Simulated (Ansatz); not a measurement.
ZrO$_{2}$, DFT, PBEsol, all-electron PAW with datasets made for the crystal, scalar-relativistic (Ansatz 0.2.0), run on 2 threads of Arm Neoverse V1 on a shared host.

The cell is COD entry 2300612, as deposited and not checked against the literature; nothing was relaxed. The listed cell was then made from it by scaling, straining or moving an atom.

Command: `ansatz run input.yaml --threads 2 --pin off --max-ram 8192MiB --backend cpu --events-out ev --progress --plain --runs-dir out`

```yaml
crystal:
  lattice:
    - [3.6666296707, 0.0, 0.0]
    - [0.0, 3.6666296707, 0.0]
    - [0.0, 0.0, 5.2785355817]
  atoms:
    - { symbol: Zr, position: [0.0, 0.0, 0.0] }
    - { symbol: Zr, position: [0.5, 0.5, 0.5] }
    - { symbol: O, position: [0.0, 0.5, 0.203] }
    - { symbol: O, position: [0.0, 0.5, 0.703] }
    - { symbol: O, position: [0.5, 0.0, 0.297] }
    - { symbol: O, position: [0.5, 0.0, 0.797] }
kpoints:
  mp_grid: { grid: [6, 6, 4] }
scf:
  occupations: { method: fermi_dirac, width: 0.01 }
hamiltonian:
  xc: pbesol
  pseudopotentials: { kind: all_electron, datasets: crystal }
output:
  forces: true
  stress: true
  eigenvalues: true
  efg: { contact_densities: true }
```

(1) How large is the problem that the program sets up?

(2) Estimate the wall time and the peak memory.

(3) And the same cell and mesh by frozen-core PAW, asked for forces, stress, eigenvalues, efg, write_density, write_potential, elf, on the same hardware?

Answers

(1) 30 irreducible k-points, 1205 plane waves at Γ, 30 bands.

(2) 8.7 s of wall time for 9 SCF iterations, with a peak of 0.59 GiB. Times on shared machines scatter by tens of per cent.

(3) 4 s, peak memory 0.41 GiB.
